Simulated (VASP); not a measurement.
A run of VASP 6.6.1:

The input INCAR:

```
SYSTEM = H2CO
ALGO = Normal
EDIFF = 1E-7
ENCUT = 520
GGA = PE
ISIF = 2
ISMEAR = -1
IVDW = 12
LASPH = .True.
LCHARG = .False.
LREAL = Auto
LWAVE = .False.
NBANDS = 86
NELM = 80
PREC = Accurate
SIGMA = 0.02
```

File KPOINTS:

```
k-points
0
Gamma
  1 1 1
  0 0 0
```

Contents of POSCAR:

```
H2CO
1.0
    7.8729940000      0.0000000000      0.0000000000
    0.0000000000      7.8729940000      0.0000000000
    0.0000000000      0.0000000000      7.8729940000
O C H
10 10 20
Direct
    0.4716376006      0.3703800613      0.4793093961
    0.0599009729      0.7553797196      0.6926843841
    0.4006607905      0.6720696091      0.0819510341
    0.6459931254      0.9136041511      0.3354124238
    0.0607900882      0.0514162719      0.2397690129
    0.5302938120      0.5556208985      0.8055004233
    0.4527248465      0.1832466785      0.9969777698
    0.8982351568      0.5234857286      0.4849743312
    0.8071135327      0.4595964382     -0.0077861103
    0.4047507213      0.0406452742      0.6649820894
    0.4848092098      0.3597614834      0.3300650299
   -0.0507430845      0.8422208883      0.6339773662
    0.2640545642      0.6417253716      0.0319700485
    0.7052717175      0.8201962303      0.2240316708
    0.2088786045      0.0683475689      0.2887211650
    0.5770231757      0.6422461391      0.6924811577
    0.3252384036      0.2177189516      0.9237654697
    1.0372800995      0.5014102640      0.4024136180
    0.7852666978      0.3415473199      0.0881240352
    0.5496765271      0.0517973213      0.7058178883
    0.5412045278      0.2536519144      0.2888227782
    0.4956564174      0.4550238448      0.2319066927
   -0.1133495085      0.9478986012      0.6948055594
   -0.0873492346      0.7987304449      0.5112159364
    0.1624286771      0.7268264144      0.0366823600
    0.2356536789      0.5096663353     -0.0109361191
    0.7179479624      0.8758421510      0.0864093126
    0.7524583405      0.6844410144      0.2392228420
    0.3170585422     -0.0035945664      0.3029724143
    0.2259496197      0.2209832752      0.3355521419
    0.5519882271      0.6455866726      0.5487874118
    0.7045985301      0.7279187562      0.6810115694
    0.3182143921      0.2297093075      0.7902076389
    0.2212881148      0.2491682326      1.0022870588
    1.0187102899      0.4134259470      0.2868667244
    1.1616927436      0.5464503085      0.4397437620
    0.7492194202      0.2012449139      0.0513781669
    0.7896741697      0.3896865665      0.2184175423
    0.6127275087     -0.0294043156      0.8012961778
    0.6256704883      0.1542996222      0.6587328785
```

Potentials or basis: VASP PAW PBE potentials, release 64 (O, C, H).

The run is started by

```console
$ cat potpaw_PBE.64/O/POTCAR potpaw_PBE.64/C/POTCAR potpaw_PBE.64/H/POTCAR > POTCAR
$ mpirun -np 1 vasp_gam > vasp.out
```

Hardware: 1 thread of Intel(R) Xeon(R) Platinum 8259CL CPU @ 2.50GHz (Skylake/Cascade Lake), with other jobs on the host.

How long does it take, and how much memory?

Run time: 110 s on 1 thread of Intel(R) Xeon(R) Platinum 8259CL CPU @ 2.50GHz (Skylake/Cascade Lake) (shared host), peak memory 0.48 GiB. Counts: scf iterations 19, k points 1.
